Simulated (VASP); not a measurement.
## VASP 6.6.1, PBE single-point calculation, NaCl (strained rocksalt)

INCAR

```
NBANDS = 14
EDIFF = 1E-7
PREC = Accurate
LASPH = .TRUE.
ENCUT = 520
IBRION = -1
LREAL = .FALSE.
LELF = .TRUE.
ISIF = 2
LWAVE = .FALSE.
SIGMA = 0.02
NSW = 0
ISMEAR = -1
NELM = 120
LCHARG = .TRUE.
GGA = PE
```

KPOINTS

```
KPOINTS created by Atomic Simulation Environment
0
Gamma
8 8 8
0 0 0
```

KPOINTS_OPT

```
special points
6
Reciprocal
0.0000000000 0.0000000000 0.0000000000 1
0.5000000000 0.0000000000 0.5000000000 1
0.6250000000 0.2500000000 0.6250000000 1
0.3750000000 0.3750000000 0.7500000000 1
0.5000000000 0.5000000000 0.5000000000 1
0.5000000000 0.2500000000 0.7500000000 1
```

POSCAR

```
Na Cl
 1.0000000000000000
     0.0000000000000000    2.8307258136000000    2.8307258136000000
     2.8307258136000000    0.0000000000000000    2.8307258136000000
     2.8307258136000000    2.8307258136000000    0.0000000000000000
 Na  Cl
   1   1
Cartesian
  0.0000000000000000  0.0000000000000000  0.0000000000000000
  2.8307258136000000  2.8307258136000000  2.8307258136000000
```

VASP ran with the recommended PBE PAW datasets (14 valence electrons in the cell).

Command

```
mpirun -np 1 vasp_std
```

OSZICAR

```
N       E                     dE             d eps       ncg     rms          rms(c)
DAV:   1     0.102728153480E+03    0.10273E+03   -0.70915E+03   812   0.102E+03
DAV:   2     0.210391445976E+01   -0.10062E+03   -0.91797E+02   848   0.269E+02
DAV:   3    -0.682703636690E+01   -0.89310E+01   -0.88723E+01  1052   0.744E+01
DAV:   4    -0.697389709823E+01   -0.14686E+00   -0.14679E+00   956   0.104E+01
DAV:   5    -0.697695494843E+01   -0.30579E-02   -0.30576E-02  1094   0.152E+00    0.215E+00
DAV:   6    -0.678246070411E+01    0.19449E+00   -0.32614E-01   980   0.328E+00    0.160E+00
DAV:   7    -0.677088178378E+01    0.11579E-01   -0.81481E-02  1090   0.162E+00    0.109E+00
DAV:   8    -0.677666817609E+01   -0.57864E-02   -0.10053E-02   890   0.856E-01    0.295E-01
DAV:   9    -0.677655621664E+01    0.11196E-03   -0.21593E-04  1040   0.112E-01    0.163E-01
DAV:  10    -0.677668294934E+01   -0.12673E-03   -0.33772E-04   902   0.140E-01    0.700E-02
DAV:  11    -0.677667144402E+01    0.11505E-04   -0.19781E-05  1040   0.404E-02    0.167E-02
DAV:  12    -0.677667138139E+01    0.62633E-07   -0.25777E-06   968   0.145E-02    0.147E-03
DAV:  13    -0.677667197289E+01   -0.59150E-06   -0.32979E-07   998   0.385E-03    0.331E-03
DAV:  14    -0.677667178009E+01    0.19280E-06   -0.40854E-08   682   0.111E-03    0.260E-04
DAV:  15    -0.677667177498E+01    0.51091E-08   -0.30467E-09   538   0.499E-04
   1 F= -.67766718E+01 E0= -.67766718E+01  d E =-.298286E-11
       N       E                     dE             ncg
DAV:   1    -0.168439748153E+02   -0.28190E+04      174
DAV:   2    -0.602420902815E+03   -0.58558E+03      180
DAV:   3    -0.651381326127E+03   -0.48960E+02      204
DAV:   4    -0.652198007084E+03   -0.81668E+00      204
DAV:   5    -0.652214471813E+03   -0.16465E-01      204
DAV:   6    -0.652215018930E+03   -0.54712E-03      218
DAV:   7    -0.652215038224E+03   -0.19294E-04      218
DAV:   8    -0.652215038931E+03   -0.70686E-06      208
DAV:   9    -0.652215038964E+03   -0.33681E-07      186
```

From OUTCAR

```
k-points           NKPTS =     29   k-points in BZ     NKDIM =     29   number of bands    NBANDS=     14

   NELECT =      14.0000    total number of electrons

   dimension x,y,z NGX =    30 NGY =   30 NGZ =   30
   dimension x,y,z NGXF=    60 NGYF=   60 NGZF=   60

  energy-cutoff  :      520.00
  volume of cell :       45.37
      direct lattice vectors                 reciprocal lattice vectors
     0.000000000  2.830725814  2.830725814    -0.176633144  0.176633144  0.176633144
     2.830725814  0.000000000  2.830725814     0.176633144 -0.176633144  0.176633144
     2.830725814  2.830725814  0.000000000     0.176633144  0.176633144 -0.176633144

 k-points in reciprocal lattice and weights: KPOINTS created by Atomic Simulation Env
   0.00000000  0.00000000  0.00000000       0.002
   0.12500000  0.00000000  0.00000000       0.016
   0.25000000  0.00000000  0.00000000       0.016
   0.37500000  0.00000000  0.00000000       0.016
   0.50000000  0.00000000  0.00000000       0.008
   0.12500000  0.12500000  0.00000000       0.012
   0.25000000  0.12500000  0.00000000       0.047
   0.37500000  0.12500000  0.00000000       0.047
   ...

 E-fermi :  -0.3567

 k-point     1 :       0.0000    0.0000    0.0000
  band No.  band energies     occupation
      1     -21.6373      2.00000
      2     -21.6373      2.00000
      3     -21.6373      2.00000
      4     -13.4303      2.00000
      5      -0.7970      2.00000
      6      -0.7970      2.00000
      7      -0.7970      2.00000
      8       4.2669      0.00000
      9      10.3116      0.00000
     10      10.3116      0.00000
     11      10.3116      0.00000
     12      12.4574      0.00000
     13      12.4574      0.00000
     14      14.0460      0.00000

 k-point     2 :       0.1250    0.0000    0.0000
  band No.  band energies     occupation
      1     -21.6414      2.00000
      2     -21.6376      2.00000
      3     -21.6376      2.00000
      4     -13.3849      2.00000
      5      -1.1587      2.00000
      6      -0.8367      2.00000
      7      -0.8367      2.00000
      8       4.7579      0.00000
      9       9.7687      0.00000
     10      10.5005      0.00000
     11      10.5005      0.00000
     12      12.1906      0.00000
     13      12.1906      0.00000
     14      14.9416      0.00000

 k-point     3 :       0.2500    0.0000    0.0000
  band No.  band energies     occupation
      1     -21.6512      2.00000
      2     -21.6383      2.00000
      3     -21.6383      2.00000
      4     -13.2722      2.00000
      5      -1.8734      2.00000
      6      -0.9295      2.00000
      7      -0.9295      2.00000
      8       5.7332      0.00000
      9       9.1896      0.00000
     10      10.5783      0.00000
     11      10.5783      0.00000
     12      12.4032      0.00000
     13      12.4032      0.00000
     14      14.7298      0.00000

 k-point     4 :       0.3750    0.0000    0.0000
  band No.  band energies     occupation
      1     -21.6609      2.00000
      2     -21.6390      2.00000
      3     -21.6390      2.00000
      4     -13.1549      2.00000
      5      -2.4639      2.00000
      6      -1.0184      2.00000
      7      -1.0184      2.00000
      8       6.3434      0.00000
      9       9.3795      0.00000
     10      10.2864      0.00000
     11      10.2864      0.00000
     12      13.7453      0.00000
     13      13.7454      0.00000
     14      14.2210      0.00000

 k-point     5 :       0.5000    0.0000    0.0000
  band No.  band energies     occupation
      1     -21.6648      2.00000
      2     -21.6393      2.00000
      3     -21.6393      2.00000
      4     -13.1049      2.00000
      5      -2.6861      2.00000
      6      -1.0542      2.00000
      7      -1.0542      2.00000
      8       6.4565      0.00000
      9       9.7349      0.00000
     10      10.1477      0.00000
     11      10.1477      0.00000
     12      14.1143      0.00000
     13      15.3217      0.00000
     14      15.3217      0.00000

 k-point     6 :       0.1250    0.1250    0.0000
  band No.  band energies     occupation
      1     -21.6411      2.00000
      2     -21.6384      2.00000
      3     -21.6384      2.00000
      4     -13.3709      2.00000
      5      -1.1804      2.00000
      6      -0.8922      2.00000
      7      -0.8922      2.00000
      8       4.9179      0.00000
      9       9.4934      0.00000
     10      10.6671      0.00000
     11      10.6671      0.00000
     12      11.4726      0.00000
     13      12.6709      0.00000
     14      15.4173      0.00000

 k-point     7 :       0.2500    0.1250    0.0000
  band No.  band energies     occupation
      1     -21.6481      2.00000
      2     -21.6395      2.00000
      3     -21.6390      2.00000
      4     -13.2835      2.00000
      5      -1.7001      2.00000
      6      -0.9941      2.00000
      7      -0.9844      2.00000
      8       5.7502      0.00000
      9       8.9291      0.00000
     10      10.4276      0.00000
     11      10.9334      0.00000
     12      11.5395      0.00000
     13      12.9495      0.00000
     14      15.8791      0.00000

 k-point     8 :       0.3750    0.1250    0.0000
  band No.  band energies     occupation
      1     -21.6571      2.00000
      2     -21.6402      2.00000
      3     -21.6400      2.00000
      4     -13.1703      2.00000
      5      -2.2638      2.00000
      6      -1.1195      2.00000
      7      -1.0809      2.00000
      8       6.5624      0.00000
      9       8.9151      0.00000
     10       9.8219      0.00000
     11      10.7339      0.00000
     12      12.6937      0.00000
     13      14.0785      0.00000
     14      15.3767      0.00000

 k-point     9 :       0.5000    0.1250    0.0000
  band No.  band energies     occupation
      1     -21.6625      2.00000
      2     -21.6412      2.00000
      3     -21.6402      2.00000
      4     -13.0984      2.00000
      5      -2.5711      2.00000
      6      -1.2349      2.00000
      7      -1.1054      2.00000
      8       6.8331      0.00000
      9       9.2639      0.00000
     10       9.7675      0.00000
     11      10.4740      0.00000
     12      13.9721      0.00000
     13      15.2962      0.00000
     14      15.3317      0.00000

 k-point    10 :      -0.3750    0.1250    0.0000
  band No.  band energies     occupation
      1     -21.6614      2.00000
      2     -21.6419      2.00000
      3     -21.6393      2.00000
      4     -13.1138      2.00000
      5      -2.5030      2.00000
      6      -1.2638      2.00000
      7      -1.0551      2.00000
      8       6.8185      0.00000
      9       9.3028      0.00000
     10       9.6981      0.00000
     11      10.4566      0.00000
     12      13.5650      0.00000
     13      15.0449      0.00000
     14      15.2668      0.00000

 k-point    11 :      -0.2500    0.1250    0.0000
  band No.  band energies     occupation
      1     -21.6544      2.00000
      2     -21.6413      2.00000
      3     -21.6383      2.00000
      4     -13.2063      2.00000
      5      -2.0934      2.00000
      6      -1.1806      2.00000
      7      -0.9561      2.00000
      8       6.3704      0.00000
      9       8.9680      0.00000
     10      10.0383      0.00000
     11      10.7429      0.00000
     12      11.9894      0.00000
     13      13.7953      0.00000
     14      15.5456      0.00000

 k-point    12 :      -0.1250    0.1250    0.0000
  band No.  band energies     occupation
      1     -21.6461      2.00000
      2     -21.6396      2.00000
      3     -21.6375      2.00000
      4     -13.3181      2.00000
      5      -1.5381      2.00000
      6      -1.0032      2.00000
      7      -0.8641      2.00000
      8       5.4235      0.00000
      9       9.2531      0.00000
     10      10.5186      0.00000
     11      10.8435      0.00000
     12      11.4745      0.00000
     13      12.6735      0.00000
     14      15.8969      0.00000

 k-point    13 :       0.2500    0.2500    0.0000
  band No.  band energies     occupation
      1     -21.6489      2.00000
      2     -21.6411      2.00000
      3     -21.6411      2.00000
      4     -13.2339      2.00000
      5      -1.8410      2.00000
      6      -1.1071      2.00000
      7      -1.1071      2.00000
      8       6.2206      0.00000
      9       8.3321      0.00000
     10      10.0149      0.00000
     11      11.6204      0.00000
     12      11.6204      0.00000
     13      13.2640      0.00000
     14      17.7536      0.00000

 ...

  Total        0.1181590      0.1181590      0.1181590      0.0000000     -0.0000000      0.0000000
  in kB        4.1730540      4.1730540      4.1730540      0.0000000     -0.0000000      0.0000000
  external PRESSURE =       4.1730540 kB  Pullay stress =       0.0000000 kB

 POSITION                                       TOTAL-FORCE (eV/Angst)
 -----------------------------------------------------------------------------------
      0.00000      0.00000      0.00000        -0.000000      0.000000     -0.000000
      2.83073      2.83073      2.83073         0.000000      0.000000      0.000000
 -----------------------------------------------------------------------------------
    total drift:                               -0.000000      0.000000      0.000000

  FREE ENERGIE OF THE ION-ELECTRON SYSTEM (eV)
  ---------------------------------------------------
  free  energy   TOTEN  =        -6.7766717750 eV

  energy  without entropy=       -6.7766717750  energy(sigma->0) =       -6.77667177
```

```yaml
gap_between_bands_v_and_c: 5.06 eV
least_direct_gap: 5.06 eV
pressure: 0.4 GPa
```

Band v is the last that the valence electrons fill when counted band by band, and c is the next.

The run took about 20 s on one core of a shared host (Intel Xeon Platinum 8488C) and held 0.17 GiB at most.
